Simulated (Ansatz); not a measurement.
**Indium, dhcp under revPBE: from relaxation to bulk modulus, part 1 of 2**

The plan for indium in the dhcp structure: relax it, solve it on a dense k-mesh, then scale the cell to 7 volumes from 88 to 112 % of the relaxed one and try a fit of the equation of state. Spin polarisation is left out. The k-meshes are 11×11×3 for the relaxation; 14×14×4 for the dense run; 12×12×4 for the volumes.

Method: DFT revPBE, plane waves (420 eV) with PAW, scalar-relativistic; PAW files made under PBE, frozen cores solved again for the functional, in Ansatz 0.2.0.

## Step 1: The starting structure

The structure is hexagonal, space group P6_3/mmc (No. 194). The conventional cell has a = 3.331 Å, b = 3.331 Å, c = 10.880 Å, α = 90.00°, β = 90.00°, γ = 120.00°. In (site symmetry -3m) has 12 In at 3.33 Å as nearest neighbours. In (site symmetry -6m2) has 12 In at 3.33 Å as nearest neighbours.

Coordinates:

```xyz
4
Lattice="3.3314 0.0000 0.0000 -1.6657 2.8851 0.0000 0.0000 0.0000 10.8803" Properties=species:S:1:pos:R:3 pbc="T T T"
In    0.0000    0.0000    0.0000
In    0.0000    0.0000    5.4402
In    0.0000    1.9234    2.7201
In    1.6657    0.9617    8.1603
```

## Step 2: Relaxation of the cell

The input, input.yaml:

```yaml
crystal:
  lattice:
    - [3.3313943041, 0.0, 0.0]
    - [-1.665697152, 2.8850720974, 0.0]
    - [0.0, 0.0, 10.8803337972]
  atoms:
    - { symbol: In, position: [0.0, 0.0, 0.0] }
    - { symbol: In, position: [0.0, 0.0, 0.5] }
    - { symbol: In, position: [0.3333333333, 0.6666666667, 0.25] }
    - { symbol: In, position: [0.6666666667, 0.3333333333, 0.75] }
hamiltonian:
  xc: revpbe
  pseudopotentials:
    kind: paw
    azcp:
      In: "pseudopotentials/In.paw.azcp"
basis:
  ecutwfc: 420
  fft_grid_basis: typed
kpoints:
  mp_grid: { grid: [11, 11, 3], shift: [0, 0, 0] }
magnetization:
  spin_polarized: false
scf:
  occupations: { method: fermi_dirac, width: 0.1 }
relax:
  max_steps: 60
  f_tol: 0.01
  cell: {}
output:
  write_density: true
  write_potential: true
  elf: true
  volumetric_format: npy
```

Standard output (excerpt; [...] marks lines left out):

```text
Warning: RAYON_NUM_THREADS=2 ignored (pool sized by the plan → 2); use --threads N
[...]
Pseudopotentials: kind: paw
Pseudopotential: In, paw, valence charge 13, recommended cutoff 420 eV (normal), <dir>
Functional definition: revPBE
[...]
Crystal: 4 atoms, lattice volume = 104.574 Å³
Basis set: ecut = 420 eV, 2077 PW (Γ), exchange–correlation on 48×48×150 points (8 copies of the dense FFT grid, shifted against one another)
Bands: 32, of which v1, the nominal top of the filled ones, is band 26 counted from 1 (25 counted from 0)
Symmetry: 24 space group operations
Space group: P63/mmc (ITA 194), of the structure as read, at distance tolerance 4.7e-5 Å
k-points: 32 of 363
[...]
SCF iter   1: F=—  HF=-22415.326752 eV  |F-HF|=—  |Δ(HF+E_count)|=         —  Δρ=3.30e-3  dr2=5.77e-3  ethr=1.77e-3  ⟨swp⟩=6.5  Hψ=4302  notcnv=0  defer=1
[...]
relax step   1: F+E_penalty+E_count = -22415.32263197 eV  Δ(F+E_penalty+E_count) = +0.000e0 eV  max|allowed force component| = 9.946e-17 eV/Å  Δτ_max = 0.0000 Å  P = +3.276 GPa  Ω = 104.574 Å³  (6 SCF iters, dr2 threshold 1.00e-7 eV, accepted)
[...]
relax step   3: F+E_penalty+E_count = -22415.40676948 eV  Δ(F+E_penalty+E_count) = -6.361e-5 eV  max|allowed force component| = 8.095e-17 eV/Å  Δτ_max = 0.0000 Å  P = +0.014 GPa  Ω = 113.770 Å³  energy of the carried Pulay correction = -2.712e-3 eV  (4 SCF iters, dr2 threshold 3.77e-8 eV, accepted)
[...]
relax step   4: F+E_penalty+E_count = -22415.40913437 eV  Δ(F+E_penalty+E_count) = -2.365e-3 eV  max|allowed force component| = 8.789e-17 eV/Å  Δτ_max = 0.0000 Å  P = -0.002 GPa  Ω = 113.770 Å³  stress off target by 3.52e-2 GPa  SCF on the basis re-selected at this cell (its energy is not [...]
SCF converged after 6 iterations
Free energy (F): -22415.409134 eV
[...]
E sigma→0 (E₀):  -22415.378518 eV
Entropy (-TS):   -0.061233 eV (-15.308 meV/atom)
Fermi energy:    9.217729 eV
[...]
--- Forces (eV/Å), atoms counted from 1 ---
  atom   1  In    -0.00000000     0.00000000     0.00000000
  atom   2  In    -0.00000000    -0.00000000     0.00000000
  atom   3  In    -0.00000000    -0.00000000    -0.00000000
  atom   4  In     0.00000000     0.00000000     0.00000000
[...]
--- Stress (GPa, compression-positive) ---
        0.014038       0.000000      -0.000000
        0.000000       0.014038       0.000000
       -0.000000       0.000000      -0.035212
  P = ⅓ Tr σ = -0.0024 GPa (-0.024 kbar)
--- Band table (eV; the first three rows and the last of 32) ---
[...]
--- Relaxed structure (3 steps of the walk, 3 accepted, 1 SCFs on fresh bases) ---
  F+E_penalty+E_count = -22415.40913437 eV   max|allowed force component| = 8.789e-17 eV/Å   (the final SCF, on the basis selected at the relaxed cell)
  cell:  # Å, volume = 113.7697 Å³
    - [3.4325988066041657, -2.97445095027297e-11, 0.0]
    - [-1.7162994032763235, 2.972717767534227, 0.0]
    - [0.0, 0.0, 11.149357812262991]
  atoms:
    - { symbol: In, position: [5.036380219952435e-34, 4.4503334858083213e-35, 0.0] }
    - { symbol: In, position: [4.846686144344344e-34, 4.450333485789341e-35, 0.49999999999999994] }
    - { symbol: In, position: [0.3333333333333332, 0.6666666666666666, 0.24999999999999997] }
    - { symbol: In, position: [0.6666666666666666, 0.3333333333333333, 0.7499999999999999] }
```

Wall time 14 s (2 threads of Arm Neoverse V2, shared host); peak memory 0.41 GiB.

Relaxation path:

```
step  energy change (meV/atom)  largest force (eV/Å)  pressure (GPa)  volume (Å³/atom)
   1                      0.00                0.0000            3.28            26.144
   2                    -21.02                0.0000            0.09            28.375
   3                    -21.03                0.0000            0.01            28.442
   4                    -21.63                0.0000            0.00            28.442
```

Steps that repeat a cell are solved on a basis chosen anew, so their changes of energy are no gain of the relaxation.

The cell of the run, before and after:

|  | before | after | change |
| --- | --- | --- | --- |
| a (Å) | 3.331 | 3.433 | +3.0 % |
| b (Å) | 3.331 | 3.433 | +3.0 % |
| c (Å) | 10.880 | 11.149 | +2.5 % |
| volume (Å³/atom) | 26.144 | 28.442 | +8.8 % |
| shortest distance (Å) | 3.331 | 3.420 | +2.7 % |
| space group (spins left aside) | P6_3/mmc | P6_3/mmc | same |

## Step 3: The energy on a finer k-mesh

The input, input.yaml:

```yaml
crystal:
  lattice:
    - [3.4325988066, 0.0, 0.0]
    - [-1.7162994033, 2.9727177675, 0.0]
    - [0.0, 0.0, 11.1493578123]
  atoms:
    - { symbol: In, position: [0.0, 0.0, 0.0] }
    - { symbol: In, position: [0.0, 0.0, 0.5] }
    - { symbol: In, position: [0.3333333333, 0.6666666667, 0.25] }
    - { symbol: In, position: [0.6666666667, 0.3333333333, 0.75] }
hamiltonian:
  xc: revpbe
  pseudopotentials:
    kind: paw
    azcp:
      In: "pseudopotentials/In.paw.azcp"
basis:
  ecutwfc: 420
  fft_grid_basis: typed
kpoints:
  mp_grid: { grid: [14, 14, 4], shift: [0, 0, 0] }
magnetization:
  spin_polarized: false
scf:
  occupations: { method: fermi_dirac, width: 0.1 }
```

Standard output (excerpt; [...] marks lines left out):

```text
Warning: RAYON_NUM_THREADS=2 ignored (pool sized by the plan → 2); use --threads N
[...]
[... 3 set-up lines as earlier in the session ...]
[...]
Crystal: 4 atoms, lattice volume = 113.770 Å³
Basis set: ecut = 420 eV, 2209 PW (Γ)
Bands: 30, of which v1, the nominal top of the filled ones, is band 26 counted from 1 (25 counted from 0)
[... 1 set-up line as earlier in the session ...]
Space group: P63/mmc (ITA 194), of the structure as read, at distance tolerance 4.8e-5 Å
k-points: 72 of 784
[...]
SCF iter   1: F=—  HF=-22415.393391 eV  |F-HF|=—  |Δ(HF+E_count)|=         —  Δρ=3.24e-3  dr2=6.47e-3  ethr=1.77e-3  ⟨swp⟩=6.8  Hψ=19195  notcnv=0  defer=6
[...]
SCF iter   6: F=-22415.389495 eV  HF=-22415.389495 eV  |F-HF|=5.98e-9  |Δ(HF+E_count)|=   1.89e-7  Δρ=5.02e-6  dr2=3.14e-8  ethr=1.92e-10  ⟨swp⟩=1.0  Hψ=6993  notcnv=0
[...]
SCF converged after 6 iterations
Free energy (F): -22415.389495 eV
[...]
E sigma→0 (E₀):  -22415.356880 eV
Entropy (-TS):   -0.065229 eV (-16.307 meV/atom)
Fermi energy:    9.237799 eV
[...]
```

Run time: 7.6 s. Hardware: 2 threads of Arm Neoverse V2, shared host; peak memory 0.46 GiB.

## Step 4: Volume × 0.88

Edit input.yaml of step 3 so:

```diff
@@ -2,5 +2,5 @@
   lattice:
-    - [3.4325988066, 0.0, 0.0]
-    - [-1.7162994033, 2.9727177675, 0.0]
-    - [0.0, 0.0, 11.1493578123]
+    - [3.2894044167, 0.0, 0.0]
+    - [-1.6447022083, 2.8487077882, 0.0]
+    - [0.0, 0.0, 10.684250883]
   atoms:
@@ -20,3 +20,3 @@
 kpoints:
-  mp_grid: { grid: [14, 14, 4], shift: [0, 0, 0] }
+  mp_grid: { grid: [12, 12, 4], shift: [0, 0, 0] }
 magnetization:
@@ -25 +25,8 @@
   occupations: { method: fermi_dirac, width: 0.1 }
+  lower_state_search: "off"
+output:
+  stress: true
+  write_density: true
+  write_potential: true
+  elf: true
+  volumetric_format: npy
```

Standard output (excerpt; [...] marks lines left out):

```text
Warning: RAYON_NUM_THREADS=2 ignored (pool sized by the plan → 2); use --threads N
[...]
[... 3 set-up lines as earlier in the session ...]
[...]
Crystal: 4 atoms, lattice volume = 100.117 Å³
Basis set: ecut = 420 eV, 1979 PW (Γ)
Bands: 32, of which v1, the nominal top of the filled ones, is band 26 counted from 1 (25 counted from 0)
[... 1 set-up line as earlier in the session ...]
Space group: P63/mmc (ITA 194), of the structure as read, at distance tolerance 4.6e-5 Å
k-points: 57 of 576
[...]
SCF iter   1: F=—  HF=-22415.184806 eV  |F-HF|=—  |Δ(HF+E_count)|=         —  Δρ=3.23e-3  dr2=5.71e-3  ethr=1.77e-3  ⟨swp⟩=6.3  Hψ=7573  notcnv=0  defer=2
[...]
SCF iter   6: F=-22415.180373 eV  HF=-22415.180373 eV  |F-HF|=2.14e-8  |Δ(HF+E_count)|=   1.39e-7  Δρ=6.23e-6  dr2=3.30e-8  ethr=1.92e-10  ⟨swp⟩=10.3  Hψ=14149  notcnv=0
[...]
SCF converged after 6 iterations
Free energy (F): -22415.180373 eV
[...]
E sigma→0 (E₀):  -22415.154206 eV
Entropy (-TS):   -0.052334 eV (-13.083 meV/atom)
Fermi energy:    10.996221 eV
[...]
--- Stress (GPa, compression-positive) ---
        5.563372       0.000000       0.000000
        0.000000       5.563372       0.000000
        0.000000       0.000000       5.711270
  P = ⅓ Tr σ = 5.6127 GPa (56.127 kbar)
--- Band table (eV; the first three rows and the last of 57) ---
[...]
```

Run time: 6.8 s. Hardware: 2 threads of Arm Neoverse V2, shared host; peak memory 0.42 GiB.

Density in a lattice plane of the grid's cell (edges 3.29 and 10.68 Å, at 0.000 of the third edge), which holds In.

Values in e/Å³, 12 rows by 6 columns:
```
 0.92  0.45  0.15  0.10  0.15  0.45
 0.11  0.12  0.15  0.18  0.15  0.12
 0.11  0.15  0.34  0.59  0.34  0.15
 0.11  0.12  0.15  0.18  0.15  0.12
 0.92  0.45  0.15  0.10  0.15  0.45
12.98  4.18  0.38  0.14  0.38  4.18
 0.92  0.45  0.15  0.10  0.15  0.45
 0.11  0.12  0.15  0.18  0.15  0.12
 0.11  0.15  0.34  0.59  0.34  0.15
 0.11  0.12  0.15  0.18  0.15  0.12
 0.92  0.45  0.15  0.10  0.15  0.45
12.98  4.18  0.38  0.14  0.38  4.18
```
Columns run along the first of these edges and rows up along the second, over one cell in 6 and 12 even steps from the bottom left corner. Atoms in the plane (fractional): In at (0.00, 0.00), In at (0.00, 0.50).

ELF in the same plane.

Ten even steps from ' ' (0.00) to '@' (0.28):
```
--##@@@@@@@@@@##
@@%%@@@@%%@@@@%%
@@@@@@@@@@@@@@@@
%%@@@@%%%%%%@@@@
%%@@%%@@@@@@%%@@
%%@@@@%%%%%%@@@@
@@@@@@@@@@@@@@@@
@@%%@@@@%%@@@@%%
--##@@@@@@@@@@##
  ..@@%%@@%%@@..
--##@@@@@@@@@@##
@@%%@@@@%%@@@@%%
@@@@@@@@@@@@@@@@
%%@@@@%%%%%%@@@@
%%@@%%@@@@@@%%@@
%%@@@@%%%%%%@@@@
@@@@@@@@@@@@@@@@
@@%%@@@@%%@@@@%%
--##@@@@@@@@@@##
  ..@@%%@@%%@@..
```
Columns run along the first of these edges and rows up along the second, over one cell in 8 and 20 even steps from the bottom left corner. Atoms in the plane (fractional): In at (0.00, 0.00), In at (0.00, 0.50).

Both are smooth fields of the valence electrons: close to the nuclei they are not physical.

(Continued in part 2 of 2.)
